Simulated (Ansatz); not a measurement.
# Co (P6_3/mmc) in Ansatz: further runs

The runs below take Co through single point, equation of state, with RPBE.

Everything below comes from runs of Ansatz 0.2.0. Logs are shortened: lines on timing, memory, paths and dates and some standing lists are left out, and cuts for length are marked.

## (1) The crystal as given

The structure is hexagonal, space group P6_3/mmc (No. 194). The conventional cell has a = 2.471 Å, b = 2.471 Å, c = 8.088 Å, α = 90.00°, β = 90.00°, γ = 120.00°. Around Co (site symmetry -6m2) lie 12 Co at 2.47 Å. Co (site symmetry -3m) is surrounded by 12 Co at 2.47 Å.

## (2) Single point, RPBE, collinear spin, ferromagnetic start, 10.05 Å³/atom (volume scaled by 0.94)

Contents of input.yaml:

```yaml
crystal:
  lattice:
    - [2.4201280013, 0.0, 0.0]
    - [-1.2100640007, 2.0958923296, 0.0]
    - [0.0, 0.0, 7.9231214745]
  atoms:
    - { symbol: Co, position: [0.6666666667, 0.3333333333, 0.75], spin: 2.0 }
    - { symbol: Co, position: [0.0, 0.0, 0.5], spin: 2.0 }
    - { symbol: Co, position: [0.3333333333, 0.6666666667, 0.25], spin: 2.0 }
    - { symbol: Co, position: [0.0, 0.0, 0.0], spin: 2.0 }
hamiltonian:
  xc: rpbe
  pseudopotentials: { kind: paw }
magnetization:
  spin_polarized: true
kpoints:
  mp_grid: { grid: [12, 12, 4] }
scf:
  occupations: { method: fermi_dirac, width: 0.05 }
output:
  forces: true
  stress: true
  eigenvalues: true
  write_density: true
  write_potential: true
  elf: true
  volumetric_format: npy
```

Potentials or basis: Ansatz PAW.

The run is started by

```console
$ ansatz run input.yaml --threads 2 --pin off --max-ram 5120MiB --backend cpu --events-out ev --progress --plain --runs-dir out
```

The program printed:

```text
Warning: RAYON_NUM_THREADS=2 ignored (pool sized by the plan → 2); use --threads N
Engine: ansatz 0.2.0, x86_64-unknown-linux-gnu
Pseudopotentials: kind: paw
Pseudopotential: Co, paw, valence charge 17, recommended cutoff 420 eV (normal), Co.paw.azcp
Functional definition: RPBE
  parameter kappa = 0.804
  parameter beta = 0.06672455060314922
  exchange = rpbe_x(kappa = kappa, mu = beta*pi^2/3)
  correlation = pbe_c(beta = beta)
Crystal: 4 atoms, lattice volume = 40.189 Å³
Basis set: ecut = 420 eV, 741 PW (Γ), exchange–correlation on 36×36×108 points (8 copies of the dense FFT grid, shifted against one another)
Bands: 46, of which v1, the nominal top of the filled ones, is band 34 counted from 1 (33 counted from 0)
Symmetry: 24 space group operations
Space group: P63/mmc (ITA 194), of the structure as read, at distance tolerance 3.4e-5 Å
Magnetic group: BNS 194.263 (UNI 1493), of the structure as read, at distance tolerance 3.4e-5 Å
k-points: 57 of 576
Non-local potential: Co, projectors of the file, l = 0: 3, l = 1: 2, l = 2: 3, l = 3: 1
PAW form: soft (Blöchl's): semilocal exchange-correlation on the pseudo side does not see the compensation charge
PAW frozen core: Co, regenerated for the run's functional, and the local potential with it (the file was generated under x = pbe(κ = 0.804, μ = 0.2195149727645171), c = pbe(β = 0.06672455060314922))
PAW one-centre angular grid: Co, 590 points (default); XC on 64 Gauss nodes
Initial density: superposition of atomic densities (chi_scale 0.1, normalization cell)
Starting moments: Σ|m| = 8 μB on 4 of 4 sites
Initial wavefunctions: pseudopotential atomic-orbital guess
Functional: x = rpbe, c = pbe(β = 0.06672455060314922)
SCF iter   1: F=—  HF=-20522.127741 eV  |F-HF|=—  |Δ(HF+E_count)|=         —  Δρ=8.34e-2 (↑6.90e-2 ↓8.34e-2)  dr2=5.20e0  dr2_m=1.08e-1  M=6.822 μB ∫|m|=7.066 μB  β_m=0.30  ethr=3.10e-3  ⟨swp⟩=5.8  Hψ=17604  notcnv=0  defer=9
Mixer restart at iter 1: flushing history
preconditioner: auto → none  [metal: Δε(μ)=0.020 eV  Ē_g=9.729 eV  σ=0.050 eV  W_gap=0.10  n_scr=6 (ndim 8)  ℏωp=35.1 eV  f_vac=0.000  D(μ)=3.33/eV (n_scr^D=50)  sad-step TF]
SCF iter   2: F=—  HF=-20520.600938 eV  |F-HF|=—  |Δ(HF+E_count)|=    1.53e0  Δρ=3.25e-2 (↑1.37e-2 ↓3.25e-2)  dr2=3.87e-1  dr2_m=1.11e-1  M=6.910 μB ∫|m|=7.236 μB  β_m=0.35  ethr=3.10e-3  ⟨swp⟩=2.4  Hψ=8640  notcnv=0  defer=434
SCF iter   3: F=—  HF=-20521.938729 eV  |F-HF|=—  |Δ(HF+E_count)|=    1.34e0  Δρ=1.77e-2 (↑1.77e-2 ↓9.86e-3)  dr2=4.71e-2  dr2_m=3.88e-2  M=6.782 μB ∫|m|=7.196 μB  β_m=0.52  ethr=5.69e-4  ⟨swp⟩=2.1  Hψ=6896  notcnv=0  defer=435
SCF iter   4: F=—  HF=-20523.228305 eV  |F-HF|=—  |Δ(HF+E_count)|=    1.29e0  Δρ=1.64e-2 (↑1.64e-2 ↓1.25e-2)  dr2=1.59e-1  dr2_m=8.30e-3  M=6.639 μB ∫|m|=7.125 μB  β_m=0.76  ethr=6.92e-5  ⟨swp⟩=2.9  Hψ=9430  notcnv=0  defer=436
SCF iter   5: F=—  HF=-20523.763107 eV  |F-HF|=—  |Δ(HF+E_count)|=   5.35e-1  Δρ=2.23e-2 (↑1.03e-2 ↓2.23e-2)  dr2=3.20e-1  dr2_m=1.59e-2  M=6.457 μB ∫|m|=7.015 μB  β_m=0.47  ethr=6.92e-5  ⟨swp⟩=2.9  Hψ=10488  notcnv=0  defer=426
SCF iter   6: F=—  HF=-20523.768827 eV  |F-HF|=—  |Δ(HF+E_count)|=   5.72e-3  Δρ=3.12e-3 (↑2.08e-3 ↓3.12e-3)  dr2=3.19e-3  dr2_m=1.65e-3  M=6.432 μB ∫|m|=6.996 μB  β_m=0.57  ethr=6.92e-5  ⟨swp⟩=2.3  Hψ=10674  notcnv=0  defer=395
SCF iter   7: F=—  HF=-20523.790613 eV  |F-HF|=—  |Δ(HF+E_count)|=   2.18e-2  Δρ=2.16e-3 (↑2.16e-3 ↓9.99e-4)  dr2=2.95e-4  dr2_m=7.72e-4  M=6.384 μB ∫|m|=6.969 μB  β_m=0.78  ethr=4.70e-6  ⟨swp⟩=2.1  Hψ=9887  notcnv=0  defer=395
SCF iter   8: F=—  HF=-20523.792418 eV  |F-HF|=—  |Δ(HF+E_count)|=   1.80e-3  Δρ=7.88e-4 (↑7.88e-4 ↓5.42e-4)  dr2=1.77e-4  dr2_m=8.63e-5  M=6.364 μB ∫|m|=6.959 μB  β_m=0.80  ethr=4.35e-7  ⟨swp⟩=2.0  Hψ=9175  notcnv=0  defer=395
SCF iter   9: F=—  HF=-20523.792391 eV  |F-HF|=—  |Δ(HF+E_count)|=   2.67e-5  Δρ=2.28e-4 (↑2.28e-4 ↓1.93e-4)  dr2=5.95e-6  dr2_m=1.38e-5  M=6.361 μB ∫|m|=6.957 μB  β_m=0.74  ethr=2.61e-7  ⟨swp⟩=2.0  Hψ=7149  notcnv=0  defer=395
SCF iter  10: F=—  HF=-20523.792392 eV  |F-HF|=—  |Δ(HF+E_count)|=   9.50e-7  Δρ=1.50e-4 (↑1.50e-4 ↓1.32e-4)  dr2=1.56e-5  dr2_m=1.67e-7  M=6.360 μB ∫|m|=6.957 μB  β_m=0.63  ethr=8.76e-9  ⟨swp⟩=2.0  Hψ=9183  notcnv=0  defer=395
SCF iter  11: F=—  HF=-20523.792390 eV  |F-HF|=—  |Δ(HF+E_count)|=   2.60e-6  Δρ=2.59e-5 (↑9.13e-6 ↓2.59e-5)  dr2=1.86e-7  dr2_m=8.82e-8  M=6.360 μB ∫|m|=6.956 μB  β_m=0.76  ethr=8.76e-9  ⟨swp⟩=2.0  Hψ=9019  notcnv=0  defer=395
SCF iter  12: F=—  HF=-20523.792390 eV  |F-HF|=—  |Δ(HF+E_count)|=   1.30e-7  Δρ=1.47e-5 (↑3.49e-6 ↓1.47e-5)  dr2=8.15e-8  dr2_m=2.43e-8  M=6.360 μB ∫|m|=6.956 μB  β_m=0.88  ethr=2.74e-10  ⟨swp⟩=2.0  Hψ=7075  notcnv=0  defer=395
SCF iter  13: F=-20523.792390 eV  HF=-20523.792390 eV  |F-HF|=8.28e-8  |Δ(HF+E_count)|=   9.22e-9  Δρ=1.29e-5 (↑2.21e-6 ↓1.29e-5)  dr2=9.21e-8  dr2_m=1.05e-8  M=6.360 μB ∫|m|=6.956 μB  ethr=1.20e-10  ⟨swp⟩=10.2  Hψ=32471  notcnv=0
SCF 1 converged in 13 iterations: F = -20523.792390 eV  dr2 = 9.21e-8
SCF converged after 13 iterations
Magnetization: 6.3598 μB (37.1799 up, 30.8201 down)
Absolute magnetization: 6.9595 μB (∫|ρ↑−ρ↓|, with the PAW one-centre terms)
Spin contamination: 0.0994 ħ² per cell (⟨S²⟩ above its minimum at these occupations)
Per-site moments (μB) at R_I (Å): [(1.6709914692544012, 0.9983028005515256), (1.6466656764700867, 0.9983028005515256), (1.6709914692544001, 0.9983028005515256), (1.646665676470088, 0.9983028005515256)]
Free energy (F): -20523.792390 eV
Harris-Foulkes:  -20523.792390 eV  (|F-HF|=8.28e-8)
Internal energy: -20523.758632 eV  (E = F + TS)
E sigma→0 (E₀):  -20523.775511 eV
Entropy (-TS):   -0.033758 eV (-8.439 meV/atom)
Fermi energy:    20.694743 eV
--- Per-component energies (eV) ---
  E_band       = -855.779259
  E_kinetic    = 1824.403099
  E_local      = -10885.471472  (includes V_loc(G=0)·N_el)
  E_nonlocal   = 1813.198178
  E_hartree    = 4586.334734
  E_xc         = -640.442632
  E_vxc        = -825.560997  (∫ρ·V_xc dr)
  E_paw        = -6081.318175  (= ΣΔE_a)
  E_vpaw       = -1955.021489  (= ΣTr[D̂ρ^β])
  E_aug_tail   = 0.000533  (compensation charges beyond the density's cutoff)
  E_ewald      = -11140.277617
  E_core_change = -0.185279  (= ΣΔE_core)
  E_smearing   = -0.033758  (= −TS)
  E_closure    = -0.000000  (closes the sum)
  Σ components = -20523.792390   (vs F -20523.792390, Δ=0.00e0)
--- Forces (eV/Å), atoms counted from 1 ---
  atom   1  Co     0.00000000    -0.00000000     0.00000000
  atom   2  Co     0.00000000     0.00000000    -0.00000000
  atom   3  Co    -0.00000000     0.00000000     0.00000000
  atom   4  Co     0.00000000     0.00000000    -0.00000000
  max |Σ_I F_I| component: 1.04e-17 eV/Å
--- Stress (GPa, compression-positive) ---
       28.720119       0.000000       0.000000
        0.000000      28.720119       0.000000
        0.000000       0.000000      24.507151
  P = ⅓ Tr σ = 27.3158 GPa (273.158 kbar)
--- Band table (eV; the first three rows and the last of 114) ---
  k-point 0 ↑: bands = ["-75.6681", "-75.6459", "-75.6037", "-75.5815", "-39.0423", "-38.8728", "-38.7892", "-38.6555", "-38.6555", "-38.6346", "-38.6346", "-38.6161", "-38.6161", "-38.6160", "-38.5951", "-38.5951", "11.1443", "13.4564", "13.4810", "15.0533", "17.4364", "17.4729", "17.7419", "17.7419", "17.7888", "17.7888", "17.8075", "18.0603", "18.0603", "18.1440", "18.1440", "18.8260", "18.8260", "19.1862", "19.1862", "19.5348", "19.5348", "19.9699", "19.9699", "20.2520", "27.4621", "36.0785", "36.0889", "42.9192", "43.4895", "44.5068"]
  k-point 1 ↑: bands = ["-75.6656", "-75.6505", "-75.5993", "-75.5840", "-39.0270", "-38.9209", "-38.7405", "-38.6534", "-38.6534", "-38.6397", "-38.6397", "-38.6319", "-38.6110", "-38.6110", "-38.5972", "-38.5972", "11.3089", "12.5454", "14.3309", "15.0190", "17.4957", "17.7328", "17.7604", "17.7718", "17.7718", "17.8195", "17.8195", "18.0142", "18.0142", "18.0899", "18.0899", "18.8885", "18.8885", "19.1344", "19.1344", "19.6164", "19.6164", "19.6644", "19.9172", "19.9172", "28.3608", "33.1416", "39.1406", "43.0135", "43.3929", "44.2046"]
  k-point 2 ↑: bands = ["-75.6590", "-75.6590", "-75.5908", "-75.5908", "-38.9837", "-38.9837", "-38.6765", "-38.6765", "-38.6477", "-38.6477", "-38.6477", "-38.6477", "-38.6030", "-38.6030", "-38.6030", "-38.6030", "11.7906", "11.7906", "14.8424", "14.8424", "17.6374", "17.6374", "17.8369", "17.8369", "17.8369", "17.8369", "17.9925", "17.9925", "17.9925", "17.9925", "18.5506", "18.5506", "19.0175", "19.0175", "19.0175", "19.0175", "19.7789", "19.7789", "19.7789", "19.7789", "30.4726", "30.4726", "42.0830", "42.0830", "43.2621", "43.2621"]
  k-point 56 ↓: bands = ["-73.5277", "-73.5277", "-73.5175", "-73.5175", "-36.9399", "-36.9399", "-36.9118", "-36.9118", "-36.8621", "-36.8621", "-36.8440", "-36.8440", "-36.7153", "-36.7153", "-36.6988", "-36.6988", "17.4522", "17.4522", "17.6032", "17.6032", "17.6129", "17.6129", "17.6851", "17.6851", "18.7870", "18.7870", "18.8814", "18.8814", "20.3429", "20.3429", "20.9437", "20.9437", "21.7271", "21.7271", "21.8418", "21.8418", "26.7122", "26.7122", "27.3357", "27.3357", "28.0025", "28.0025", "30.8743", "30.8743", "32.8455", "32.8455"]
```

Wall time 43 s (2 threads of Intel Xeon at 2.50GHz (Skylake/Cascade Lake), shared host); peak memory 0.54 GiB.

Results:

- Free energy: -20523.7924 eV
- Pressure: 27.3 GPa
- Band gap on the k mesh: none (metal or under the smearing width)
- Net moment: 6.36 μB per cell
- Absolute moment: 6.96 μB per cell
- Site moments: Co +1.67, +1.65 μB

Caveat: the PAW data sets come from PBE, with cores solved anew for the run's functional, which leaves a small shift of forces and pressure.

## (3) Single point, RPBE, collinear spin, ferromagnetic start, 10.26 Å³/atom (volume scaled by 0.96)

input.yaml: that of step 2 with these lines changed.

```diff
@@ -2,5 +2,5 @@
   lattice:
-    - [2.4201280013, 0.0, 0.0]
-    - [-1.2100640007, 2.0958923296, 0.0]
-    - [0.0, 0.0, 7.9231214745]
+    - [2.4371717178, 0.0, 0.0]
+    - [-1.2185858589, 2.110652621, 0.0]
+    - [0.0, 0.0, 7.978919943]
   atoms:
```

Potentials or basis: Ansatz PAW.

The run is started by

```console
$ ansatz run input.yaml --threads 2 --pin off --max-ram 5120MiB --backend cpu --events-out ev --progress --plain --runs-dir out
```

Run time: 44 s. Hardware: 2 threads of Intel Xeon at 2.50GHz (Skylake/Cascade Lake), shared host; peak memory 0.54 GiB.

Results (log left out):

| Property | Result |
| --- | --- |
| Free energy | -20523.9218 eV |
| Pressure | 21.3 GPa |
| Band gap on the k mesh | none (metal or under the smearing width) |
| Net moment | 6.49 μB per cell |
| Absolute moment | 7.11 μB per cell |
| Site moments | Co +1.71, +1.68 μB |

Caveat: the PAW data sets come from PBE, with cores solved anew for the run's functional, which leaves a small shift of forces and pressure.

## (4) Single point, RPBE, collinear spin, ferromagnetic start, 10.47 Å³/atom (volume scaled by 0.98)

input.yaml: that of step 3 with these lines changed.

```diff
@@ -2,5 +2,5 @@
   lattice:
-    - [2.4371717178, 0.0, 0.0]
-    - [-1.2185858589, 2.110652621, 0.0]
-    - [0.0, 0.0, 7.978919943]
+    - [2.4539803297, 0.0, 0.0]
+    - [-1.2269901649, 2.125209306, 0.0]
+    - [0.0, 0.0, 8.033948716]
   atoms:
@@ -23,5 +23 @@
   eigenvalues: true
-  write_density: true
-  write_potential: true
-  elf: true
-  volumetric_format: npy
```

The run is started by

```console
$ ansatz run input.yaml --threads 2 --pin off --max-ram 5120MiB --backend cpu --events-out ev --progress --plain --runs-dir out
```

Wall time 36 s (2 threads of Intel Xeon at 2.50GHz (Skylake/Cascade Lake), shared host); peak memory 0.54 GiB.

Results (log left out):

| Property | Result |
| --- | --- |
| Free energy | -20524.0204 eV |
| Pressure | 15.8 GPa |
| Band gap on the k mesh | none (metal or under the smearing width) |
| Net moment | 6.59 μB per cell |
| Absolute moment | 7.23 μB per cell |
| Site moments | Co +1.73, +1.71 μB |

Caveat: the PAW data sets come from PBE, with cores solved anew for the run's functional, which leaves a small shift of forces and pressure.

## (5) Single point, RPBE, collinear spin, ferromagnetic start, 10.69 Å³/atom

input.yaml: that of step 4 with these lines changed.

```diff
@@ -2,5 +2,5 @@
   lattice:
-    - [2.4539803297, 0.0, 0.0]
-    - [-1.2269901649, 2.125209306, 0.0]
-    - [0.0, 0.0, 8.033948716]
+    - [2.4705617809, 0.0, 0.0]
+    - [-1.2352808905, 2.1395692639, 0.0]
+    - [0.0, 0.0, 8.0882338]
   atoms:
```

The run is started by

```console
$ ansatz run input.yaml --threads 2 --pin off --max-ram 5120MiB --backend cpu --events-out ev --progress --plain --runs-dir out
```

Wall time 40 s (2 threads of Intel Xeon at 2.50GHz (Skylake/Cascade Lake), shared host); peak memory 0.53 GiB.

The run converged. Its results:

| Item | Value |
| --- | --- |
| Free energy | -20524.0908 eV |
| Pressure | 10.7 GPa |
| Band gap on the k mesh | none (metal or under the smearing width) |
| Net moment | 6.66 μB per cell |
| Absolute moment | 7.32 μB per cell |
| Site moments | Co +1.75, +1.73 μB |

Caveat: the PAW data sets come from PBE, with cores solved anew for the run's functional, which leaves a small shift of forces and pressure.

## (6) Single point, RPBE, collinear spin, ferromagnetic start, 10.90 Å³/atom (volume scaled by 1.02)

input.yaml: that of step 5 with these lines changed.

```diff
@@ -2,5 +2,5 @@
   lattice:
-    - [2.4705617809, 0.0, 0.0]
-    - [-1.2352808905, 2.1395692639, 0.0]
-    - [0.0, 0.0, 8.0882338]
+    - [2.486923594, 0.0, 0.0]
+    - [-1.2434617971, 2.1537390097, 0.0]
+    - [0.0, 0.0, 8.1417998233]
   atoms:
```

Potentials or basis: Ansatz PAW.

The run is started by

```console
$ ansatz run input.yaml --threads 2 --pin off --max-ram 5120MiB --backend cpu --events-out ev --progress --plain --runs-dir out
```

Wall time 41 s (2 threads of Intel Xeon at 2.50GHz (Skylake/Cascade Lake), shared host); peak memory 0.54 GiB.

Results (log left out):

```yaml
Free_energy: -20524.1355 eV
Pressure: 6.1 GPa
Band_gap_on_the_k_mesh: none (metal or under the smearing width)
Net_moment: 6.72 μB per cell
Absolute_moment: 7.40 μB per cell
Site_moments: Co +1.77, +1.75 μB
```

Caveat: the PAW data sets come from PBE, with cores solved anew for the run's functional, which leaves a small shift of forces and pressure.

## (7) Single point, RPBE, collinear spin, ferromagnetic start, 11.12 Å³/atom (volume scaled by 1.04)

input.yaml: that of step 6 with these lines changed.

```diff
@@ -2,5 +2,5 @@
   lattice:
-    - [2.486923594, 0.0, 0.0]
-    - [-1.2434617971, 2.1537390097, 0.0]
-    - [0.0, 0.0, 8.1417998233]
+    - [2.503072901, 0.0, 0.0]
+    - [-1.2515364506, 2.1677247198, 0.0]
+    - [0.0, 0.0, 8.1946701348]
   atoms:
```

The run is started by

```console
$ ansatz run input.yaml --threads 2 --pin off --max-ram 5120MiB --backend cpu --events-out ev --progress --plain --runs-dir out
```

It took 39 s on 2 threads of Intel Xeon at 2.50GHz (Skylake/Cascade Lake), shared host; peak memory 0.54 GiB.

Results (log left out):

* Free energy: -20524.1572 eV
* Pressure: 2.1 GPa
* Band gap on the k mesh: none (metal or under the smearing width)
* Net moment: 6.78 μB per cell
* Absolute moment: 7.49 μB per cell
* Site moments: Co +1.78, +1.77 μB

Caveat: the PAW data sets come from PBE, with cores solved anew for the run's functional, which leaves a small shift of forces and pressure.

## (8) Single point, RPBE, collinear spin, ferromagnetic start, 11.33 Å³/atom (volume scaled by 1.06)

input.yaml: that of step 7 with these lines changed.

```diff
@@ -2,5 +2,5 @@
   lattice:
-    - [2.503072901, 0.0, 0.0]
-    - [-1.2515364506, 2.1677247198, 0.0]
-    - [0.0, 0.0, 8.1946701348]
+    - [2.5190164704, 0.0, 0.0]
+    - [-1.2595082352, 2.1815322559, 0.0]
+    - [0.0, 0.0, 8.2468668932]
   atoms:
@@ -23 +23,5 @@
   eigenvalues: true
+  write_density: true
+  write_potential: true
+  elf: true
+  volumetric_format: npy
```

The run is started by

```console
$ ansatz run input.yaml --threads 2 --pin off --max-ram 5120MiB --backend cpu --events-out ev --progress --plain --runs-dir out
```

Run time: 43 s. Hardware: 2 threads of Intel Xeon at 2.50GHz (Skylake/Cascade Lake), shared host; peak memory 0.55 GiB.

It converged, with:

* Free energy: -20524.1583 eV
* Pressure: -1.6 GPa
* Band gap on the k mesh: none (metal or under the smearing width)
* Net moment: 6.84 μB per cell
* Absolute moment: 7.56 μB per cell
* Site moments: Co +1.80, +1.78 μB

Caveat: the PAW data sets come from PBE, with cores solved anew for the run's functional, which leaves a small shift of forces and pressure.

## (9) Equation of state, RPBE, collinear spin, ferromagnetic start

Potentials or basis: Ansatz PAW.

No new run: the results of the series are fitted here.

What came out:

```yaml
Equilibrium_volume: 11.23 Å³/atom
Bulk_modulus_at_fixed_shape_and_positions: 195 GPa
Pressure_derivative_of_the_bulk_modulus: "4.2 (rough: it moves with the points fitted)"
```

Energy against volume, from the lowest point:
```csv
volume (Å³/atom),energy (meV/atom)
10.047,91.47
10.261,59.12
10.475,34.45
10.688,16.86
10.902,5.69
11.116,0.27
11.330,0.00
```

Caveat: the potentials were made for another functional, which shifts forces and pressure; the cell was scaled at fixed shape and fractional positions, which overstates the stiffness of a crystal with free parameters, most of all of layers and chains.
